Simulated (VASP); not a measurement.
A run of VASP 6.6.1:

The input INCAR:

```
  PREC = Accurate
  ENCUT = 600
  EDIFF = 1E-6
  ISMEAR = 0
  SIGMA = 0.03
  LREAL = False
  LASPH = True
  NELM = 80
  ALGO = Normal
  ISIF = 3
  LWAVE = False
  LCHARG = False
  METAGGA = R2SCAN
  LMIXTAU = True
  IBRION = 2
  NSW = 90
  EDIFFG = -0.01
```

Contents of KPOINTS:

```
Automatic mesh
0
Gamma
  12 12 6
```

POSCAR

```
AlN
1.0
    3.1130000000      0.0000000000      0.0000000000
   -1.5565000000      2.6959370820      0.0000000000
    0.0000000000      0.0000000000      4.9810000000
Al N
2 2
Direct
    0.3333333333      0.6666666667      0.0000000000
    0.6666666667      0.3333333333      0.5000000000
    0.3333333333      0.6666666667      0.3800000000
    0.6666666667      0.3333333333      0.8800000000
```

Potentials or basis: VASP PAW PBE potentials, release 64 (Al, N).

The run is started by

```console
$ cat potpaw_PBE.64/Al/POTCAR potpaw_PBE.64/N/POTCAR > POTCAR
$ mpirun -np 1 vasp_std > vasp.out
```

Hardware: 1 thread of Intel(R) Xeon(R) Platinum 8488C (Sapphire Rapids), with other jobs on the host.

Question: Estimate the wall time of this run.

Answer: It took 8 min on 1 thread of Intel(R) Xeon(R) Platinum 8488C (Sapphire Rapids), with other jobs on the host, peak memory 0.22 GiB. Counts: scf iterations 68, k points 76, ion steps 6.
